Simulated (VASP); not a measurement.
# BeTe: band structure with PBE0

The system is BeTe.

```xyz
2
Lattice="0.0000 2.7700 2.7700 2.7700 0.0000 2.7700 2.7700 2.7700 0.0000" Properties=species:S:1:pos:R:3 pbc="T T T"
Te    4.1550    4.1550    4.1550
Be    0.0000    0.0000    0.0000
```

| Quantity | Value |
| --- | --- |
| Program | VASP 6.6.1 |
| Task | band structure |
| Functional | PBE0 |
| Potentials or basis | VASP PAW PBE potentials, release 64 (Te, Be) |
| Cutoff | 520 eV |
| k mesh | 4 × 4 × 4 |
| Occupations | fermi-dirac, width 0.05 eV |
| Spin | no spin polarisation |
| Grid for exact exchange (PRECFOCK) | Fast |
| Exchange at q = 0 | truncated |
| Further INCAR settings | ALGO = Normal; EDIFF = 1e-06; NBANDS = 11 |

The pressure is 3.5 GPa. The band gap on the k mesh is 3.20 eV, indirect (least direct gap 5.13 eV). The band gap along the path is 3.20 eV, indirect (least direct gap 5.13 eV).

Levels at the corners of the path, in eV from the valence-band top:
| point | band 1 | band 2 | band 3 | band 4 | band 5 | band 6 | band 7 | band 8 |
| --- | --- | --- | --- | --- | --- | --- | --- | --- |
| Γ | -13.90 | 0.00 | 0.00 | 0.00 | 5.13 | 5.13 | 5.13 | 5.70 |
| X | -11.61 | -6.03 | -3.13 | -3.13 | 3.20 | 4.01 | 12.17 | 12.17 |
| X | -11.61 | -6.03 | -3.13 | -3.13 | 3.20 | 4.01 | 12.17 | 12.17 |
| W | -11.55 | -5.38 | -4.35 | -3.76 | 6.83 | 7.13 | 7.39 | 8.14 |
| W | -11.55 | -5.38 | -4.35 | -3.76 | 6.83 | 7.13 | 7.39 | 8.14 |
| K | -11.62 | -5.60 | -4.58 | -2.65 | 4.04 | 6.92 | 10.02 | 10.40 |
| K | -11.62 | -5.60 | -4.58 | -2.65 | 4.04 | 6.92 | 10.02 | 10.40 |
| Γ | -13.90 | 0.00 | 0.00 | 0.00 | 5.13 | 5.13 | 5.13 | 5.70 |
| Γ | -13.90 | 0.00 | 0.00 | 0.00 | 5.13 | 5.13 | 5.13 | 5.70 |
| L | -12.23 | -6.54 | -1.34 | -1.34 | 4.69 | 6.17 | 6.17 | 9.54 |
| L | -12.23 | -6.54 | -1.34 | -1.34 | 4.69 | 6.17 | 6.17 | 9.54 |
| U | -11.62 | -5.60 | -4.58 | -2.65 | 4.04 | 6.92 | 10.02 | 10.40 |
| U | -11.62 | -5.60 | -4.58 | -2.65 | 4.04 | 6.92 | 10.02 | 10.40 |
| W | -11.55 | -5.38 | -4.35 | -3.76 | 6.83 | 7.13 | 7.39 | 8.14 |
| W | -11.55 | -5.38 | -4.35 | -3.76 | 6.83 | 7.13 | 7.39 | 8.14 |
| L | -12.23 | -6.54 | -1.34 | -1.34 | 4.69 | 6.17 | 6.17 | 9.54 |
| L | -12.23 | -6.54 | -1.34 | -1.34 | 4.69 | 6.17 | 6.17 | 9.54 |
| K | -11.62 | -5.60 | -4.58 | -2.65 | 4.04 | 6.92 | 10.02 | 10.40 |
| U | -11.62 | -5.60 | -4.58 | -2.65 | 4.04 | 6.92 | 10.02 | 10.40 |
| X | -11.61 | -6.03 | -3.13 | -3.13 | 3.20 | 4.01 | 12.17 | 12.17 |

Run time: 12 min on 1 thread of AMD EPYC 7R43 64-Core Processor (Zen 3), with other jobs on the host, peak memory 0.15 GiB.

Caveat: the k mesh is coarse (spacing up to 0.49 Å⁻¹), so the values aren't converged, least of all with exact exchange; the PAW data sets were made with another functional, which shifts forces and pressure a little; spin-orbit coupling is left out, which moves the levels of the heavy elements.
